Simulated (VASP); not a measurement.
# BN: equation of state in the RPA

BN, F-43m (no. 216), 2 atoms in the cell. PBE, RPA total energies; PAW potentials N_GW, B_GW (PBE set).

k mesh of the exchange step: 8 × 8 × 8; Volumes (share of the given one): 0.92, 0.96, 1, 1.04, 1.08.

## Input

INCAR.step1:
```
SYSTEM = BN
  ISMEAR = 0
  SIGMA = 0.05
  EDIFF = 1E-8
  PREC = Accurate
  LASPH = .TRUE.
  LREAL = .FALSE.
  LCHARG = .FALSE.
  ENCUT = 600
  GGA = PE
  LWAVE = .TRUE.
  ALGO = Normal
  KPAR = 8
```

INCAR.step2, as INCAR.step1 but for:
```
- LWAVE = .TRUE.
- ALGO = Normal
+ ALGO = Eigenval
+ NELM = 1
+ LWAVE = .FALSE.
+ PRECFOCK = Fast
+ LHFCALC = .TRUE.
+ AEXX = 1.0
+ ALDAC = 0.0
+ AGGAC = 0.0
+ HFRCUT = -1
```

INCAR.step3:
```
SYSTEM = BN
  ISMEAR = 0
  SIGMA = 0.05
  EDIFF = 1E-8
  PREC = Accurate
  LASPH = .TRUE.
  LREAL = .FALSE.
  LCHARG = .FALSE.
  ENCUT = 600
  GGA = PE
  ALGO = ACFDT
  NOMEGA = 10
  LWAVE = .FALSE.
  PRECFOCK = Fast
  ESF_SPLINES = .TRUE.
```

KPOINTS.step1:
```
k-points
0
Gamma
  8 8 8
```

KPOINTS.step3:
```
k-points
0
Gamma
  6 6 6
```

POSCAR.step1:
```
BN
1.0
    0.0000000000      1.7633045145      1.7633045145
    1.7633045145      0.0000000000      1.7633045145
    1.7633045145      1.7633045145      0.0000000000
N B
1 1
Direct
    0.2500000000      0.2500000000      0.2500000000
    0.0000000000      0.0000000000      0.0000000000
```

POSCAR.step4:
```
BN
1.0
    0.0000000000      1.7884979828      1.7884979828
    1.7884979828      0.0000000000      1.7884979828
    1.7884979828      1.7884979828      0.0000000000
N B
1 1
Direct
    0.2500000000      0.2500000000      0.2500000000
    0.0000000000      0.0000000000      0.0000000000
```

POSCAR.step7:
```
BN
1.0
    0.0000000000      1.8130010000      1.8130010000
    1.8130010000      0.0000000000      1.8130010000
    1.8130010000      1.8130010000      0.0000000000
N B
1 1
Direct
    0.2500000000      0.2500000000      0.2500000000
    0.0000000000      0.0000000000      0.0000000000
```

POSCAR.step10:
```
BN
1.0
    0.0000000000      1.8368590123      1.8368590123
    1.8368590123      0.0000000000      1.8368590123
    1.8368590123      1.8368590123      0.0000000000
N B
1 1
Direct
    0.2500000000      0.2500000000      0.2500000000
    0.0000000000      0.0000000000      0.0000000000
```

POSCAR.step13:
```
BN
1.0
    0.0000000000      1.8601128608      1.8601128608
    1.8601128608      0.0000000000      1.8601128608
    1.8601128608      1.8601128608      0.0000000000
N B
1 1
Direct
    0.2500000000      0.2500000000      0.2500000000
    0.0000000000      0.0000000000      0.0000000000
```

Commands (each step's output is kept before the next begins):
```
cat potpaw_PBE.64/N_GW/POTCAR potpaw_PBE.64/B_GW/POTCAR > POTCAR
cp INCAR.step1 INCAR
cp KPOINTS.step1 KPOINTS
cp POSCAR.step1 POSCAR
mpirun -np 8 vasp_std > vasp.out
cp INCAR.step2 INCAR
mpirun -np 8 vasp_std > vasp.out
rm WAVECAR CHG
cp INCAR.step3 INCAR
cp KPOINTS.step3 KPOINTS
mpirun -np 8 vasp_std > vasp.out
rm WAVECAR CHG
cp INCAR.step1 INCAR
cp KPOINTS.step1 KPOINTS
cp POSCAR.step4 POSCAR
mpirun -np 8 vasp_std > vasp.out
cp INCAR.step2 INCAR
mpirun -np 8 vasp_std > vasp.out
rm WAVECAR CHG
cp INCAR.step3 INCAR
cp KPOINTS.step3 KPOINTS
mpirun -np 8 vasp_std > vasp.out
rm WAVECAR CHG
cp INCAR.step1 INCAR
cp KPOINTS.step1 KPOINTS
cp POSCAR.step7 POSCAR
mpirun -np 8 vasp_std > vasp.out
cp INCAR.step2 INCAR
mpirun -np 8 vasp_std > vasp.out
rm WAVECAR CHG
cp INCAR.step3 INCAR
cp KPOINTS.step3 KPOINTS
mpirun -np 8 vasp_std > vasp.out
rm WAVECAR CHG
cp INCAR.step1 INCAR
cp KPOINTS.step1 KPOINTS
cp POSCAR.step10 POSCAR
mpirun -np 8 vasp_std > vasp.out
cp INCAR.step2 INCAR
mpirun -np 8 vasp_std > vasp.out
rm WAVECAR CHG
cp INCAR.step3 INCAR
cp KPOINTS.step3 KPOINTS
mpirun -np 8 vasp_std > vasp.out
rm WAVECAR CHG
cp INCAR.step1 INCAR
cp KPOINTS.step1 KPOINTS
cp POSCAR.step13 POSCAR
mpirun -np 8 vasp_std > vasp.out
cp INCAR.step2 INCAR
mpirun -np 8 vasp_std > vasp.out
rm WAVECAR CHG
cp INCAR.step3 INCAR
cp KPOINTS.step3 KPOINTS
mpirun -np 8 vasp_std > vasp.out
```

## Result

- RPA volume at rest (Å³/atom): 5.93
- RPA bulk modulus (GPa): 380
- PBE volume at rest (Å³/atom): 5.95
- PBE bulk modulus (GPa): 372
- Exact exchange without correlation: volume at rest (Å³/atom): 5.78
- Exact exchange without correlation: bulk modulus (GPa): 437

Energy against volume (meV/atom, each curve from its lowest point):

| Volume (Å³/atom) | PBE | Exact exchange, no correlation | RPA total |
|---|---|---|---|
| 5.483 | 49.1 | 21.5 | 45.7 |
| 5.721 | 11.2 | 0 | 9.3 |
| 5.959 | 0 | 6.9 | 0 |
| 6.198 | 10.9 | 36.9 | 13.1 |
| 6.436 | 40.2 | 87.2 | 44.3 |

VASP 6.6.1 took 344 s on 8 cores (Intel Xeon 6975P-C (Granite Rapids)), a shared host.
